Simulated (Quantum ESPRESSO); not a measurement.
Input of a Quantum ESPRESSO 7.5 run:

File pw.in:

```
&CONTROL
  calculation = 'vc-relax'
  prefix = 'pwscf'
  outdir = './tmp'
  pseudo_dir = './pseudo'
  tprnfor = .true.
  tstress = .true.
  disk_io = 'low'
  nstep = 40
  forc_conv_thr = 0.0004
  etot_conv_thr = 1d-05
/
&SYSTEM
  ibrav = 0
  nat = 2
  ntyp = 1
  ecutwfc = 84
  nbnd = 24
  input_dft = 'XC-000I-000I-142L-143L-000I-000I'
  occupations = 'smearing'
  smearing = 'fd'
  degauss = 0.00367493
/
&ELECTRONS
  conv_thr = 4d-10
  electron_maxstep = 120
  mixing_beta = 0.5
/
&IONS
  ion_dynamics = 'bfgs'
/
&CELL
  cell_dynamics = 'bfgs'
  press = 0
  press_conv_thr = 0.3
/
ATOMIC_SPECIES
Ru   101.0700 Ru.upf
CELL_PARAMETERS angstrom
   2.7058000000    0.0000000000    0.0000000000
  -1.3529000000    2.3432915376    0.0000000000
   0.0000000000    0.0000000000    4.2819000000
ATOMIC_POSITIONS angstrom
Ru     1.3529000001    0.7810971791    3.2114250000
Ru    -0.0000000001    1.5621943585    1.0704750000
K_POINTS automatic
11 11 6 0 0 0
```

Potentials or basis: PseudoDojo 0.4.1 SR PBE standard.

Command:

```bash
$ OMP_NUM_THREADS=1 pw.x -in pw.in > pw.out
```

(1) What does it give for the relaxed volume?

(2) What does it give for the band gap on the k mesh?

(3) What does it give for the relaxed cell?

Answers

(1) 13.43 Å³/atom.

(2) none (metal or under the smearing width).

(3) a = 2.696 Å, b = 2.696 Å, c = 4.266 Å, α = 90.00°, β = 90.00°, γ = 120.00°.

Caveat: the potentials were made for another functional, which shifts forces and pressure.
